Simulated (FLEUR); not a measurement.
Sn: band structure with TPSS

The system is Sn.

```
Sn
1.0
    -2.02919    2.02919    1.66076
     2.02919   -2.02919    1.66076
     2.02919    2.02919   -1.66076
Sn
1
Direct
  0.00000 0.00000 0.00000
```

This isn't the form of Sn at room conditions, which is tetragonal (white tin).

| Item | Value |
| --- | --- |
| Program | FLEUR MaX-R8.1 (later development tree) |
| Task | band structure |
| Functional | TPSS |
| Potentials or basis | all-electron |
| Basis | FLAPW |
| Kmax | 4.1 1/bohr |
| k mesh | 10 × 10 × 10 |
| Occupations | fermi-dirac, width 0.05 eV |
| Spin | no spin polarisation |
| Gmax | 12.7 1/bohr |
| Muffin-tin radii | Sn 2.66 bohr |
| lmax | Sn 10 |
| lnonsphr | Sn 10 |
| Local orbitals a species | Sn 5 |
| Max iterations | 80 |
| Mixing factor | 0.05 |
| Mixer | Anderson |
| Mixer history | 30 |
| Density convergence | 0.0001 me/bohr^3 |

| Quantity | Value |
| --- | --- |
| Band gap along the path | none (metal or under the smearing width) |
| Valence electrons inside the program's atomic spheres | Sn 20.16 (radii Sn 2.66 bohr) |

Levels at the corners of the path, in eV from the Fermi level:
```
point  band 7  band 8  band 9  band 10  band 11  band 12  band 13  band 14  band 15  band 16
    Γ  -21.59  -21.59  -21.47   -11.06     6.83     6.83     9.45    10.44    11.44    12.55
    X  -21.55  -21.51  -21.43    -7.25    -4.70     5.88     7.80    10.53    11.03    11.78
    M  -21.44  -21.44  -21.41    -3.34    -1.52    -1.52     2.58     2.98     6.13    18.95
    Γ  -21.59  -21.59  -21.47   -11.06     6.83     6.83     9.45    10.44    11.44    12.55
    Z  -21.47  -21.47  -21.42    -3.32    -1.09    -1.09     0.03     3.30     9.63    17.24
    P  -21.55  -21.51  -21.46    -4.83    -2.12    -0.89    -0.89    15.57    15.57    16.28
    N  -21.51  -21.44  -21.42    -5.74    -4.15     3.14     4.35     7.22     7.47    13.70
   Z1  -21.47  -21.47  -21.42    -3.32    -1.09    -1.09     0.03     3.30     9.63    17.24
    M  -21.44  -21.44  -21.41    -3.34    -1.52    -1.52     2.58     2.98     6.13    18.95
    X  -21.55  -21.51  -21.43    -7.25    -4.70     5.88     7.80    10.53    11.03    11.78
    P  -21.55  -21.51  -21.46    -4.83    -2.12    -0.89    -0.89    15.57    15.57    16.28
```

Core levels (eV from the Fermi level):
```csv
atom,levels
1 Sn,"1s1/2 -28993.1, 2s1/2 -4372.2, 2p1/2 -4083.1, 2p3/2 -3852.5, 3s1/2 -840.4, 3p1/2 -723.1, 3p3/2 -681.0, 3d3/2 -473.9, 3d5/2 -465.2"
```

It took 41 s on 1 thread of Arm Neoverse V1 (shared host), peak memory 0.09 GiB.

Caveat: the meta-GGA is that of a development version, with a GGA for the radial functions and cores and without core tails; spin-orbit coupling is left out, which moves the levels of the heavy elements.
